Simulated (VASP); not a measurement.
# S (P3_221) in VASP: notebook

The runs below take S through relaxation of cell and atoms, single point, with PBEsol.

Program: VASP 6.6.1. These are calculated values, not measurements. Logs are shortened: lines on timing, memory, paths and dates and some standing lists are left out, and cuts for length are marked.

## (1) Starting point

The structure is trigonal, space group P3_221 (No. 154). Conventional cell: a = 7.848 Å, b = 7.848 Å, c = 4.372 Å, α = 90.00°, β = 90.00°, γ = 120.00°. S (site symmetry 2) is surrounded by 2 S at 2.06 Å. S (site symmetry 1) is surrounded by 2 S at 2.06 Å.

This isn't the form of S at room conditions, which is orthorhombic, of S8 rings.

## (2) Relaxation of cell and atoms, PBEsol

Input file INCAR:

```
SYSTEM = S
PREC = Accurate
ENCUT = 300
EDIFF = 1E-7
ISMEAR = 0
SIGMA = 0.02
LREAL = .FALSE.
LASPH = .TRUE.
NELM = 60
ALGO = Normal
ISIF = 3
LWAVE = .FALSE.
LCHARG = .FALSE.
GGA = PS
IBRION = 2
NSW = 90
EDIFFG = -0.005
```

Input file KPOINTS:

```
regular mesh
0
G
  6 6 6
  0 0 0
```

Input file POSCAR:

```
S
1.0
    7.8483716200      0.0000000000      0.0000000000
   -3.9241858100      6.7968892000      0.0000000000
    0.0000000000      0.0000000000      4.3718472700
S
9
Direct
    0.1074698100      0.1074698100      0.5000000000
    0.4497097800      0.6897898700      0.7335943500
    0.6897898700      0.4497097800      0.2664056500
    0.8925301900      0.0000000000      0.1666666700
    0.2400800900      0.5502902200      0.0669276800
    0.3102101300      0.7599199100      0.4002610200
    0.5502902200      0.2400800900      0.9330723200
    0.7599199100      0.3102101300      0.5997389800
    0.0000000000      0.8925301900      0.8333333300
```

Potentials or basis: VASP PAW PBE potentials, release 64 (S).

Command:

```bash
cat potpaw_PBE.64/S/POTCAR > POTCAR
mpirun -np 1 vasp_std > vasp.out
```

OUTCAR:

```text
SYSTEM = S
   PREC = Accurate
   ENCUT = 300
   EDIFF = 1E-7
   ISMEAR = 0
   LREAL = .FALSE.
   LASPH = .TRUE.
   NELM = 60
   ISIF = 3
   GGA = PS
   IBRION = 2
   NSW = 90
   EDIFFG = -0.005

 ion  position               nearest neighbor table
   1  0.107  0.107  0.500-   9 2.06   4 2.06
   2  0.450  0.690  0.734-   5 2.06   6 2.06
   3  0.690  0.450  0.266-   7 2.06   8 2.06
   4  0.893  0.000  0.167-   1 2.06   9 2.06
   5  0.240  0.550  0.067-   2 2.06   6 2.06
   6  0.310  0.760  0.400-   2 2.06   5 2.06
   7  0.550  0.240  0.933-   3 2.06   8 2.06
   8  0.760  0.310  0.600-   3 2.06   7 2.06
   9  0.000  0.893  0.833-   1 2.06   4 2.06

  LATTYP: Found a hexagonal cell.
 ALAT       =     7.8483716200
 C/A-ratio  =     0.5570387695

  Lattice vectors:

 A1 = (   7.8483716200,   0.0000000000,   0.0000000000)
 A2 = (  -3.9241858100,   6.7968892000,   0.0000000000)
 A3 = (   0.0000000000,   0.0000000000,   4.3718472700)

Analysis of symmetry for initial positions (statically):
=====================================================================
 Subroutine PRICEL returns:
 Original cell was already a primitive cell.

 Routine SETGRP: Setting up the symmetry group for a
 hexagonal supercell.

 Subroutine GETGRP returns: Found  6 space group operations
 (whereof  2 operations were pure point group operations)
 out of a pool of 24 trial point group operations.

The static configuration has the point symmetry C_2 .
 The point group associated with its full space group is D_3 .

Analysis of symmetry for dynamics (positions and initial velocities):
=====================================================================
 Subroutine PRICEL returns:
 Original cell was already a primitive cell.

 Routine SETGRP: Setting up the symmetry group for a
 hexagonal supercell.

 Subroutine GETGRP returns: Found  6 space group operations
 (whereof  2 operations were pure point group operations)
 out of a pool of 24 trial point group operations.

The dynamic configuration has the point symmetry C_2 .
 The point group associated with its full space group is D_3 .

 Subroutine INISYM returns: Found  6 space group operations
 (whereof  2 operations are pure point group operations),
 and found     1 'primitive' translations

[... 124 lines left out ...]
   EFERMI_NEDOS =   21; number of points for ismear=-14 and -15
   IALGO  =     38    algorithm
   IMIX   =      4    mixing-type and parameters
     AMIX     =   0.40;   BMIX     =  1.00
     AMIX_MAG =   1.60;   BMIX_MAG =  1.00
  volume/ion in A,a.u.               =      25.91       174.87
  Fermi-wavevector in a.u.,A,eV,Ry     =   1.005282  1.899707 13.749933  1.010592
  Thomas-Fermi vector in A             =   2.137951
   LORBIT       =      0    0 simple, 1 ext, 2 COOP (PROOUT), +10 PAW based schemes
   GGA     = PS    functional components
   LHFCALC =     F    Hartree Fock is set to
   AEXX    =    0.0000 exact exchange contribution
   IVDW    =     0    specifies the selected vdW correction
   LEPSILON=     F    determine dielectric tensor
   LRPA    =     F    only Hartree local field effects (RPA)
 conjugate gradient relaxation of ions
 non-spin polarized calculation
 Gauss-broadening in eV      SIGMA  =   0.02
  energy-cutoff  :      300.00
  volume of cell :      233.21
 maximum number of plane-waves:      2784
 NGX is ok and might be reduce to    48
   NGX = 23   NGY = 23   NGZ = 13

--------------------------------------- Ionic step        1  -------------------------------------------

 number of electron      54.0000015 magnetization

 Free energy of the ion-electron system (eV)
  ---------------------------------------------------
  ext. energy  EPLUGINS =         0.00000000
  ---------------------------------------------------
  free energy    TOTEN  =       -39.19900296 eV

  energy without entropy =      -39.19900296  energy(sigma->0) =      -39.19900296

------------------------ aborting loop because EDIFF is reached ----------------------------------------

  FORCE on cell =-STRESS in cart. coord.  units (eV):
  Direction    XX          YY          ZZ          XY          YZ          ZX
  --------------------------------------------------------------------------------------
  -------------------------------------------------------------------------------------
  Total       -0.7209540     -0.7209540     -0.8035803      0.0000000      0.0000000      0.0000000
  in kB       -4.9529438     -4.9529438     -5.5205853      0.0000000      0.0000000      0.0000000
  external PRESSURE =      -5.1421576 kB  Pullay stress =       0.0000000 kB
[... 110 lines left out ...]
  FREE ENERGIE OF THE ION-ELECTRON SYSTEM (eV)
  ---------------------------------------------------
  free  energy   TOTEN  =       -39.2224093097 eV

  energy  without entropy=      -39.2224093097  energy(sigma->0) =      -39.22240931

[... ionic steps 4 to 67 ...]

--------------------------------------- Ionic step       68  -------------------------------------------

 number of electron      53.9999991 magnetization

------------------------ aborting loop because EDIFF is reached ----------------------------------------
[... 81 lines left out ...]
--------------------------------------- Ionic step       70  -------------------------------------------

 number of electron      53.9999990 magnetization

 Free energy of the ion-electron system (eV)
  ---------------------------------------------------
  ext. energy  EPLUGINS =         0.00000000
  ---------------------------------------------------
  free energy    TOTEN  =       -39.26613511 eV

  energy without entropy =      -39.26613511  energy(sigma->0) =      -39.26613511

 E-fermi :   2.9233     XC(G=0):  -8.9234

 val. band max:        2.7767315481   @ k =   0.3333   0.3333   0.5000
 cond. band min:       4.6682849026   @ k =   0.5000   0.0000   0.5000
 fundamental gap:      1.8915533545
 Fermi energy:         2.9232557471

 k-point     1 :       0.0000    0.0000    0.0000
  band No.  band energies     occupation
      1     -13.8497      2.00000
      2     -13.5786      2.00000
      3     -13.4753      2.00000
      4      -8.7826      2.00000
      5      -8.7826      2.00000
      6      -8.6525      2.00000
[... 829 lines left out ...]
     31       5.6597      0.00000
     32       5.8504      0.00000

 [... further k-points ...]
[... 5 lines left out ...]
  --------------------------------------------------------------------------------------
  -------------------------------------------------------------------------------------
  Total       -0.0030445     -0.0030445     -0.0100512      0.0000000      0.0000000      0.0000000
  in kB       -0.0230932     -0.0230932     -0.0762396      0.0000000      0.0000000      0.0000000
  external PRESSURE =      -0.0408087 kB  Pullay stress =       0.0000000 kB
[... 24 lines left out ...]
  FREE ENERGIE OF THE ION-ELECTRON SYSTEM (eV)
  ---------------------------------------------------
  free  energy   TOTEN  =       -39.2661351096 eV

  energy  without entropy=      -39.2661351096  energy(sigma->0) =      -39.26613511

 reached required accuracy - stopping structural energy minimisation
```

OSZICAR:

```text
N       E                     dE             d eps       ncg     rms          rms(c)
DAV:   1     0.258428014804E+03    0.25843E+03   -0.17136E+04  2176   0.921E+02
DAV:   2    -0.186738524826E+02   -0.27710E+03   -0.27349E+03  2944   0.210E+02
DAV:   3    -0.390362176042E+02   -0.20362E+02   -0.20287E+02  2616   0.660E+01
[... 646 lines left out ...]
DAV:   3    -0.392661374139E+02    0.36059E-05   -0.72102E-06  2944   0.120E-02    0.892E-03
DAV:   4    -0.392661358971E+02    0.15168E-05   -0.31072E-06  2720   0.738E-03    0.381E-03
DAV:   5    -0.392661354206E+02    0.47655E-06   -0.15994E-07  1880   0.219E-03    0.145E-03
DAV:   6    -0.392661351664E+02    0.25416E-06   -0.34558E-08  1832   0.103E-03    0.574E-04
DAV:   7    -0.392661351096E+02    0.56762E-07   -0.79260E-09  1704   0.508E-04
  70 F= -.39266135E+02 E0= -.39266135E+02  d E =-.292034E-04
```

CONTCAR:

```text
S
   1.00000000000000
     7.4886103594328084   -0.0000000000000001    0.0000000000000000
    -3.7443051797164042    6.4853268092230447   -0.0000000000000000
     0.0000000000000000    0.0000000000000001    4.3492439718262261
  S
     9
Direct
     0.1137467100292734    0.1137467100292476    0.5000000000000000
     0.4508128695941006    0.6767854876406579    0.7605907868434413
     0.6767854876406357    0.4508128695940528    0.2394092131565589
     0.8862532899707005    0.0000000000000000    0.1666666699999979
     0.2259726180465833    0.5491871304059472    0.0939241168434432
     0.3232145123593160    0.7740273819533945    0.4272574568434462
     0.5491871304059217    0.2259726180466058    0.9060758831565566
     0.7740273819534420    0.3232145123593412    0.5727425431565537
     0.0000000000000256    0.8862532899707524    0.8333333300000021

  0.00000000E+00  0.00000000E+00  0.00000000E+00
  0.00000000E+00  0.00000000E+00  0.00000000E+00
  0.00000000E+00  0.00000000E+00  0.00000000E+00
  0.00000000E+00  0.00000000E+00  0.00000000E+00
  0.00000000E+00  0.00000000E+00  0.00000000E+00
  0.00000000E+00  0.00000000E+00  0.00000000E+00
  0.00000000E+00  0.00000000E+00  0.00000000E+00
  0.00000000E+00  0.00000000E+00  0.00000000E+00
  0.00000000E+00  0.00000000E+00  0.00000000E+00
```

Run time: 29 min. Hardware: 1 thread of Intel Xeon 6975P-C (Granite Rapids), shared host; peak memory 0.27 GiB.

What came out:

```yaml
Free_energy: -39.2661 eV
Relaxed_volume: 23.47 Å³/atom
Relaxed_cell: a = 7.489 Å, b = 7.489 Å, c = 4.349 Å, α = 90.00°, β = 90.00°, γ = 120.00°
Space_group_after_relaxing_to_0.05_Å: P3_221 (No. 154)
Energy_gained_by_relaxing: 7.5 meV/atom
Ionic_steps: 70
Pressure_after_relaxing: 0.0 GPa
Largest_force_after_relaxing: 0.003 eV/Å
Band_gap_on_the_k_mesh: 1.89 eV, indirect (least direct gap 1.98 eV)
```

Forces on the atoms (eV/Å):
```
S   -0.002 -0.003  0.000
S    0.000 -0.001 -0.002
S   -0.001  0.000  0.002
S    0.003  0.000  0.000
S   -0.001  0.000 -0.002
S    0.001  0.001 -0.002
S    0.001 -0.001  0.002
S    0.000  0.001  0.002
S   -0.002  0.003  0.000
```

The path:
| step | energy change (eV) | largest force (eV/Å) | pressure (GPa) | volume (Å³) |
| --- | --- | --- | --- | --- |
| 1 | 0.0000 | 0.1109 | -0.51 | 233.21 |
| 3 | -0.0234 | 0.1806 | 0.35 | 223.97 |
| 5 | -0.0389 | 0.1004 | -0.26 | 220.53 |
| 7 | -0.0488 | 0.1210 | -0.34 | 217.46 |
| 9 | -0.0636 | 0.0630 | 0.09 | 209.99 |
| 11 | -0.0642 | 0.0254 | -0.01 | 210.22 |
| 13 | -0.0642 | 0.0085 | 0.03 | 210.16 |
| 15 | -0.0643 | 0.0082 | 0.02 | 210.22 |
| 17 | -0.0643 | 0.0081 | -0.01 | 210.39 |
| 19 | -0.0645 | 0.0163 | 0.01 | 210.59 |
| 21 | -0.0646 | 0.0306 | 0.04 | 210.88 |
| 23 | -0.0647 | 0.0169 | -0.01 | 211.14 |
| 25 | -0.0648 | 0.0064 | -0.06 | 211.51 |
| 27 | -0.0649 | 0.0185 | 0.00 | 211.64 |
| 29 | -0.0649 | 0.0087 | -0.02 | 211.56 |
| 31 | -0.0650 | 0.0380 | 0.05 | 211.26 |
| 33 | -0.0650 | 0.0243 | 0.02 | 211.36 |
| 35 | -0.0651 | 0.0177 | -0.01 | 211.26 |
| 37 | -0.0652 | 0.0266 | -0.05 | 211.04 |
| 39 | -0.0653 | 0.0434 | 0.04 | 210.16 |
| 41 | -0.0654 | 0.0090 | 0.01 | 210.52 |
| 43 | -0.0654 | 0.0096 | 0.04 | 210.29 |
| 45 | -0.0655 | 0.0161 | 0.00 | 210.29 |
| 47 | -0.0656 | 0.0120 | 0.00 | 210.29 |
| 49 | -0.0659 | 0.0274 | -0.02 | 210.32 |
| 51 | -0.0660 | 0.0274 | -0.01 | 210.30 |
| 53 | -0.0663 | 0.0272 | 0.05 | 210.22 |
| 55 | -0.0666 | 0.0303 | 0.10 | 210.13 |
| 57 | -0.0668 | 0.0350 | -0.06 | 210.40 |
| 59 | -0.0669 | 0.0167 | -0.01 | 210.33 |
| 61 | -0.0670 | 0.0115 | 0.01 | 210.34 |
| 63 | -0.0670 | 0.0066 | 0.05 | 210.42 |
| 65 | -0.0671 | 0.0062 | 0.04 | 210.61 |
| 67 | -0.0671 | 0.0299 | -0.04 | 211.46 |
| 69 | -0.0671 | 0.0093 | 0.00 | 211.17 |
| 70 | -0.0671 | 0.0034 | 0.00 | 211.23 |

Final structure:
```
S
1.0
     7.48861    0.00000    0.00000
    -3.74431    6.48533    0.00000
     0.00000    0.00000    4.34924
S
9
Direct
  0.11375 0.11375 0.50000
  0.45081 0.67679 0.76059
  0.67679 0.45081 0.23941
  0.88625 0.00000 0.16667
  0.22597 0.54919 0.09392
  0.32321 0.77403 0.42726
  0.54919 0.22597 0.90608
  0.77403 0.32321 0.57274
  0.00000 0.88625 0.83333
```

Caveat: the cutoff is under 1.25 times the usual one of these potentials, so pressure, stress and relaxed cells hold a basis-set (Pulay) error; the PAW data sets were made with another functional, which shifts forces and pressure a little.

## (3) Relaxation of cell and atoms, PBEsol

Edit INCAR of step 2 so:

```diff
@@ -2,3 +2,3 @@
 PREC = Accurate
-ENCUT = 300
+ENCUT = 600
 EDIFF = 1E-7
```

Input file KPOINTS:

```
regular mesh
0
G
  3 3 2
  0 0 0
```

POSCAR is that of step 2.

Potentials or basis: VASP PAW PBE potentials, release 64 (S).

Command:

```bash
cat potpaw_PBE.64/S/POTCAR > POTCAR
mpirun -np 1 vasp_std > vasp.out
```

Wall time 11 min (1 thread of Intel Xeon 6975P-C (Granite Rapids), shared host); peak memory 0.4 GiB.

Results (log left out):

```yaml
Free_energy: -38.7029 eV
Relaxed_volume: 22.55 Å³/atom
Relaxed_cell: a = 7.361 Å, b = 7.361 Å, c = 4.326 Å, α = 90.00°, β = 90.00°, γ = 120.00°
Space_group_after_relaxing_to_0.05_Å: P3_221 (No. 154)
Energy_gained_by_relaxing: 14.0 meV/atom
Ionic_steps: 39
Pressure_after_relaxing: 0.0 GPa
Largest_force_after_relaxing: 0.004 eV/Å
Band_gap_on_the_k_mesh: 1.93 eV, indirect (least direct gap 1.99 eV)
```

Forces in eV/Å, atoms in the order of the input:
```
S    0.002  0.003  0.000
S    0.002 -0.003  0.002
S   -0.004  0.000 -0.002
S   -0.004  0.000  0.000
S   -0.004  0.000  0.002
S    0.002  0.003  0.002
S    0.002 -0.003 -0.002
S    0.002  0.003 -0.002
S    0.002 -0.003  0.000
```

The path:
```csv
step,energy change (eV),largest force (eV/Å),pressure (GPa),volume (Å³)
1,0.0000,0.4746,0.54,233.21
2,-0.0019,0.2959,-1.81,236.16
3,-0.0244,0.0867,-0.68,234.70
4,-0.0393,0.0530,-0.53,231.84
5,-0.0535,0.0528,-0.15,225.45
6,-0.0678,0.0166,-0.23,222.41
7,-0.1015,0.1186,-0.37,213.41
8,-0.1036,0.3200,-0.15,195.95
9,-0.1166,0.1873,-0.29,205.75
10,-0.1104,0.3355,1.01,199.40
11,-0.1231,0.0556,0.23,203.07
12,-0.1221,0.1755,-0.33,203.03
13,-0.1244,0.0442,-0.01,203.06
14,-0.1246,0.0208,-0.04,203.00
15,-0.1247,0.0175,-0.04,203.01
16,-0.1247,0.0262,0.07,202.79
17,-0.1247,0.0171,0.03,202.87
18,-0.1248,0.0149,0.03,202.85
19,-0.1250,0.0213,0.01,202.79
20,-0.1248,0.0579,-0.02,202.68
21,-0.1250,0.0268,0.00,202.76
22,-0.1250,0.0258,0.00,202.75
23,-0.1252,0.0229,-0.02,202.71
24,-0.1253,0.0169,-0.05,202.65
25,-0.1252,0.0471,-0.12,202.52
26,-0.1254,0.0192,-0.07,202.61
27,-0.1255,0.0094,-0.01,202.45
28,-0.1255,0.0110,0.02,202.40
29,-0.1255,0.0128,0.02,202.38
30,-0.1255,0.0066,0.02,202.40
31,-0.1255,0.0073,0.02,202.43
32,-0.1255,0.0094,0.00,202.51
33,-0.1256,0.0116,-0.02,202.59
34,-0.1256,0.0091,-0.01,202.62
35,-0.1256,0.0089,0.00,202.70
36,-0.1256,0.0138,0.02,202.87
37,-0.1256,0.0089,0.01,202.81
38,-0.1256,0.0067,0.01,202.89
39,-0.1256,0.0041,0.01,202.99
```

Final structure:
```
CELL_PARAMETERS angstrom
7.36108 0.00000 0.00000
-3.68054 6.37489 0.00000
0.00000 0.00000 4.32579
ATOMIC_POSITIONS crystal
S 0.11878 0.11878 0.50000
S 0.46101 0.69323 0.74205
S 0.69323 0.46101 0.25795
S 0.88122 0.00000 0.16667
S 0.23222 0.53899 0.07539
S 0.30677 0.76778 0.40872
S 0.53899 0.23222 0.92461
S 0.76778 0.30677 0.59128
S 0.00000 0.88122 0.83333
```

Levels at points of the mesh, in eV from the valence-band top:
```
           k point  band 24  band 25  band 26  band 27  band 28  band 29  band 30  band 31
(0.00, 0.00, 0.00)    -1.94    -0.81    -0.63    -0.22     3.32     3.40     3.40     3.60
(0.00, 0.00, 0.50)    -0.54    -0.37    -0.12    -0.12     2.30     2.34     2.34     2.38
```

Caveat: the k mesh is coarse (spacing up to 0.72 Å⁻¹), so the values aren't converged; the PAW data sets were made with another functional, which shifts forces and pressure a little; an odd mesh through Γ misses points on the zone boundary, where band edges often lie. A hybrid or GW would open this gap; PBEsol tends to underestimate it.

(Continued in part 2 of 2.)
